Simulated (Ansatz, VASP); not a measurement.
## Two plane-wave programs on AlN

The input INCAR:

```
  PREC = Accurate
  ENCUT = 520
  EDIFF = 1E-7
  ISMEAR = 0
  SIGMA = 0.02
  LREAL = F
  LASPH = T
  NELM = 100
  ALGO = Normal
  ISIF = 2
  LWAVE = F
  LCHARG = F
  GGA = PE
  NBANDS = 16
```

Contents of KPOINTS:

```
Automatic mesh
0
Gamma
  9 9 6
```

Contents of POSCAR:

```
AlN
1.0
    3.3121157418      0.0000000000      0.0000000000
   -1.6560578709      2.8683763727      0.0000000000
    0.0000000000      0.0000000000      4.1875630000
Al N
2 2
Direct
    0.3333333300      0.6666666700      0.7500000000
    0.7058874644      0.4117749188      0.2500000000
    0.3333333300      0.6666666700      0.2500000000
    0.6666666700      0.3333333300      0.7500000000
```

Input for Ansatz:

```yaml
crystal:
  lattice:
    - [3.3121157418, 0.0, 0.0]
    - [-1.6560578709, 2.8683763727, 0.0]
    - [0.0, 0.0, 4.187563]
  atoms:
    - { symbol: Al, position: [0.33333333, 0.66666667, 0.75] }
    - { symbol: Al, position: [0.7058874644, 0.4117749188, 0.25] }
    - { symbol: "N", position: [0.33333333, 0.66666667, 0.25] }
    - { symbol: "N", position: [0.66666667, 0.33333333, 0.75] }
basis:
  ecutwfc: 420
kpoints:
  mp_grid: { grid: [9, 9, 6] }
hamiltonian:
  xc: pbe
scf:
  occupations: { method: gaussian, width: 0.02 }
output:
  forces: true
  stress: true
  eigenvalues: true
  populations: true
```

Change from the starting cell: one atom moved.

Alike in both runs: task single point; functional PBE; k mesh 9 × 9 × 6; occupations gaussian, width 0.02 eV; no spin polarisation.

|  | VASP | Ansatz |
| --- | --- | --- |
| version | VASP 6.6.1 | Ansatz 0.2.0 |
| potentials or method | VASP PAW PBE potentials, release 64 (Al, N) | scalar-relativistic, plane waves, PAW |
| plane-wave cutoff (eV) | 520 | 420 |
| valence electrons in the cell | 16 | 16 |

```csv
,VASP,Ansatz,Ansatz less VASP
gap on the k mesh at the Fermi level (eV),3.19,3.18,-0.010
least direct gap on the mesh (eV),3.19,3.18,-0.010
pressure (GPa),3.1,3.3,+0.24
largest component of the traceless stress (GPa),9.97,10.01,+0.035
rms of the force components (eV/Å),0.956,0.954,-0.0020
```

Atom by atom the forces differ by 0.002 eV/Å (rms over components). The functional is the same, so the differences come from potentials, cutoffs and numerics.

Caveats: forces of over 1 eV/Å show positions far from the minimum, so gaps and moduli don't describe the material at rest.
